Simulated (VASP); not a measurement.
SnSe2: band structure with PBEsol0

Crystal: SnSe2.

```xyz
3
Lattice="3.8110 0.0000 0.0000 -1.9055 3.3004 0.0000 0.0000 0.0000 6.1360" Properties=species:S:1:pos:R:3 pbc="T T T"
Sn    0.0000    0.0000    0.0000
Se    1.9055    1.1001    4.6081
Se    0.0000    2.2003    1.5279
```

```yaml
Program: VASP 6.6.1
Task: band structure
Functional: PBEsol0
Potentials_or_basis: VASP PAW PBE potentials, release 64 (Sn_d, Se)
Cutoff: 520 eV
k_mesh: 4 × 4 × 3
Occupations: fermi-dirac, width 0.05 eV
Spin: no spin polarisation
Grid_for_exact_exchange_PRECFOCK: Fast
Exchange_at_q_=_0: default
Further_INCAR_settings: ALGO = Normal; EDIFF = 1e-07; NBANDS = 20
```

| Quantity | Value |
| --- | --- |
| Pressure | 0.7 GPa |
| Largest force | 0.123 eV/Å |

Forces on the atoms (eV/Å):
```
Sn   0.000  0.000  0.000
Se   0.000  0.000 -0.123
Se   0.000  0.000  0.123
```

Stress tensor (GPa, compression positive):
```
0.51 0.00 0.00
0.00 0.51 0.00
0.00 0.00 1.18
```

Levels at the corners of the path, in eV from the valence-band top:
| point | band 11 | band 12 | band 13 | band 14 | band 15 | band 16 |
| --- | --- | --- | --- | --- | --- | --- |
| Γ | -0.79 | -0.79 | -0.40 | 2.11 | 4.04 | 5.90 |
| M | -3.35 | -1.66 | -0.70 | 2.09 | 4.93 | 6.55 |
| M | -3.35 | -1.66 | -0.70 | 2.09 | 4.93 | 6.55 |
| K | -3.73 | -1.72 | -1.72 | 2.43 | 8.09 | 8.09 |
| K | -3.73 | -1.72 | -1.72 | 2.43 | 8.09 | 8.09 |
| Γ | -0.79 | -0.79 | -0.40 | 2.11 | 4.04 | 5.90 |
| Γ | -0.79 | -0.79 | -0.40 | 2.11 | 4.04 | 5.90 |
| A | -1.30 | -0.65 | -0.65 | 3.57 | 4.02 | 5.58 |
| A | -1.30 | -0.65 | -0.65 | 3.57 | 4.02 | 5.58 |
| L | -2.58 | -1.31 | -1.16 | 1.80 | 5.37 | 6.01 |
| L | -2.58 | -1.31 | -1.16 | 1.80 | 5.37 | 6.01 |
| H | -4.12 | -0.39 | -0.39 | 3.74 | 5.92 | 5.92 |
| H | -4.12 | -0.39 | -0.39 | 3.74 | 5.92 | 5.92 |
| A | -1.30 | -0.65 | -0.65 | 3.57 | 4.02 | 5.58 |
| L | -2.58 | -1.31 | -1.16 | 1.80 | 5.37 | 6.01 |
| M | -3.35 | -1.66 | -0.70 | 2.09 | 4.93 | 6.55 |
| K | -3.73 | -1.72 | -1.72 | 2.43 | 8.09 | 8.09 |
| H | -4.12 | -0.39 | -0.39 | 3.74 | 5.92 | 5.92 |

Run time: 41 min on 1 thread of Intel(R) Xeon(R) Platinum 8488C (Sapphire Rapids) (shared host), peak memory 0.22 GiB.

Caveat: the k mesh is coarse (spacing up to 0.48 Å⁻¹), so the values aren't converged, least of all with exact exchange; an unscreened hybrid on a path of extra k points without a Coulomb cutoff has errors near the mesh points, so the bands along the path aren't reliable; the PAW data sets were made with another functional, which shifts forces and pressure a little; spin-orbit coupling is left out, which moves the levels of the heavy elements.
